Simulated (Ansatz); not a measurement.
# TePt: a hydrostatic pressure series

One table from this session's results is given with a row withheld; the runs are named, their logs left out.

Method: DFT r2SCAN, scalar-relativistic, plane waves, PAW, in Ansatz 0.2.0.

2 further runs of the same task are left out: 2 set aside as unsound or not needed.

### Starting point

It takes space group P6_3/mmc (No. 194, hexagonal). Conventional cell: a = 4.238 Å, b = 4.238 Å, c = 5.629 Å, α = 90.00°, β = 90.00°, γ = 120.00°. Te (site symmetry -6m2) has 6 Pt at 2.82 Å in its first shell of neighbours. Pt (site symmetry -3m) has 2 Pt at 2.81 Å and 6 Te at 2.82 Å in its first shell of neighbours.

As a file:

```cif
data_structure
_symmetry_space_group_name_H-M 'P 1'
_symmetry_Int_Tables_number 1
_cell_length_a 4.2377
_cell_length_b 4.2377
_cell_length_c 5.6293
_cell_angle_alpha 90.000
_cell_angle_beta 90.000
_cell_angle_gamma 120.000
_cell_volume 87.55
loop_
_atom_site_label
_atom_site_type_symbol
_atom_site_fract_x
_atom_site_fract_y
_atom_site_fract_z
_atom_site_occupancy
Te1 Te 0.33333 0.66667 0.25000 1
Te2 Te 0.66667 0.33333 0.75000 1
Pt1 Pt 0.00000 0.00000 0.00000 1
Pt2 Pt 0.00000 0.00000 0.50000 1
```

This cell was relaxed beforehand with the same method: volume 21.89 Å³/atom, gap on the mesh none (metal).

The first run:

input.yaml

```yaml
crystal:
  lattice:
    - [4.2515022983, 0.0, 0.0]
    - [-2.1257511491, 3.6819089946, 0.0]
    - [0.0, 0.0, 5.6476561687]
  atoms:
    - { symbol: Te, position: [0.3333333333, 0.6666666667, 0.25] }
    - { symbol: Te, position: [0.6666666667, 0.3333333333, 0.75] }
    - { symbol: Pt, position: [0.0, 0.0, 0.0] }
    - { symbol: Pt, position: [0.0, 0.0, 0.5] }
basis:
  ecutwfc: 500
kpoints:
  mp_grid: { grid: [12, 12, 8] }
hamiltonian:
  xc: r2scan
scf:
  occupations: { method: gaussian, width: 0.1 }
output:
  forces: true
  stress: true
  eigenvalues: true
relax:
  adjacent_minimum: "off"
  f_tol: 0.008
  max_steps: 50
  cell: { stress_tol: 0.08, p_target: -1.0 }
```

Started as:

```
$ ansatz run input.yaml --threads 1 --pin off --max-ram 2560MiB --backend cpu --events-out ev --progress --plain --runs-dir out
```

Among the steps run: Relaxing at -1 GPa; Target pressure 1 GPa; Target pressure 4 GPa; Target pressure 12 GPa; Target pressure 25 GPa; Relaxing at 50 GPa; Target pressure 90 GPa.

One table of the session follows, with a row left open; its other results are not shown here.

It belongs to the step «Volume, cell and gap against pressure». Lengths are those of the vectors of the cell that was run:

| P (GPa) | V (Å³/atom) | a (Å) | b (Å) | c (Å) | ΔH (eV/atom) |
| --- | --- | --- | --- | --- | --- |
| -1 | 22.06 | 4.250 | 4.250 | 5.642 | -0.137 |
| 0 | 21.89 | 4.238 | 4.238 | 5.629 | 0.000 |
| 1 | 21.72 | 4.226 | 4.226 | 5.617 | 0.136 |
| 4 | 21.26 | 4.194 | 4.194 | 5.582 | 0.538 |
| 12 | ? | ? | ? | ? | ? |
| 25 | 19.08 | 4.035 | 4.035 | 5.412 | 3.168 |
| 50 | 17.53 | 3.915 | 3.915 | 5.280 | 6.014 |
| 90 | 15.94 | 3.786 | 3.786 | 5.139 | 10.177 |

Estimate the missing values for P (GPa) = 12.

Worked estimate for «V (Å³/atom)». A straight line through the neighbours (4, 21.26) and (25, 19.08) gives 21.26 + (19.08 − 21.26) × (12 − 4) / (25 − 4) = 20.43; a parabola fitted to 4 rows on both sides gives 20.35.

The run gave: V (Å³/atom): 20.27; a (Å): 4.124; b (Å): 4.124; c (Å): 5.507; ΔH (eV/atom): 1.574. In «V (Å³/atom)» the line misses by +0.16 and the parabola by +0.08.

ΔH is E + PV over the energy at zero pressure; a, b and c are the vectors of the computed cell. 
